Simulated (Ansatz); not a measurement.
Crystal: Cu.

```
Cu
1.0
    -1.45399    1.46431    1.37398
     1.44871   -1.46799    1.37231
     1.42515    1.43915   -1.37783
Cu
1
Direct
  0.00000 0.00000 0.00000
```

This isn't the form of Cu at room conditions, which is fcc.

The cell isn't the ideal one: cell sheared at random, sigma 0.01, atoms nudged by 0.01 Å.

Program: Ansatz 0.2.0. Alike in all runs: task projected density of states; potentials or basis Ansatz PAW; no spin polarisation; cell sheared at random, sigma 0.01, atoms nudged by 0.01 Å; k mesh 8 × 8 × 7; smearing fermi-dirac 0.05 eV; the mesh is coarse, so values aren't converged.

Q: Order these runs on this cell by their pressure, lowest first.
A. level PBEsol; cutoff (eV) 420
B. level HSE06; cutoff (eV) 420
C. level LDA; cutoff (eV) 420
D. level r2SCAN; cutoff (eV) 500

A: C (-7.8 GPa), A (-1.4 GPa), D (0.3 GPa), B (7.1 GPa).

Caveats: all runs use coarse meshes; the PAW data sets come from PBE, with cores solved anew for the run's functional, which leaves a small shift of forces and pressure; the density of states is complete only up to the lowest level of the last band computed; the thresholds are loose for stress (some runs).
